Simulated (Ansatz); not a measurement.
Write the native input for Ansatz 0.2.0 that does the following.

* Task: band structure
* Functional: RPBE
* Potentials or basis: Ansatz PAW
* Cutoff: 420 eV (not typed: the program's choice for these potentials)
* k mesh: 7 × 7 × 7
* Occupations: fermi-dirac, width 0.05 eV
* Spin: no spin polarisation
* Path: [["G", "X", "W", "K", "G", "L", "U", "W", "L", "K"], ["U", "X"]]
* Points for each segment of the path: 14

Crystal: TePb.

```
Pb Te
1.0
     0.00000    3.23100    3.23100
     3.23100    0.00000    3.23100
     3.23100    3.23100    0.00000
Pb Te
1 1
Cartesian
  0.0000 0.0000 0.0000
  3.2310 3.2310 3.2310
```

These files were run (other wordings do the same):

input.yaml

```yaml
crystal:
  lattice:
    - [0.0, 3.231, 3.231]
    - [3.231, 0.0, 3.231]
    - [3.231, 3.231, 0.0]
  atoms:
    - { symbol: Pb, position: [0.0, 0.0, 0.0] }
    - { symbol: Te, position: [0.5, 0.5, 0.5] }
hamiltonian:
  xc: rpbe
  pseudopotentials: { kind: paw }
kpoints:
  mp_grid: { grid: [7, 7, 7] }
  band_path:
    path:
      - [[0.0, 0.0, 0.0], [0.5, 0.0, 0.5], [0.5, 0.25, 0.75], [0.375, 0.375, 0.75], [0.0, 0.0, 0.0], [0.5, 0.5, 0.5], [0.625, 0.25, 0.625], [0.5, 0.25, 0.75], [0.5, 0.5, 0.5], [0.375, 0.375, 0.75]]
      - [[0.625, 0.25, 0.625], [0.5, 0.0, 0.5]]
    npoints: 14
scf:
  occupations: { method: fermi_dirac, width: 0.05 }
  n_extra_bands: 6
output:
  forces: true
  stress: true
  eigenvalues: true
  fatbands: false
```

Potentials or basis: Ansatz PAW.

Launch:

```console
$ ansatz run input.yaml --threads 2 --pin off --max-ram 5632MiB --backend cpu --events-out ev --progress --plain --runs-dir out
```

Results of the run:

```
Pressure                : 3.6 GPa
Band gap along the path : 0.80 eV, direct
```

Caveat: this odd mesh misses L, where the gap lies, so gap, dielectric constants and Born charges aren't listed; spin-orbit coupling is left out, which moves the levels of the heavy elements; the PAW data sets come from PBE, with cores solved anew for the run's functional, which leaves a small shift of forces and pressure.

It took 3.5 s on 2 threads of Arm Neoverse V1, with other jobs on the host, peak memory 0.37 GiB.
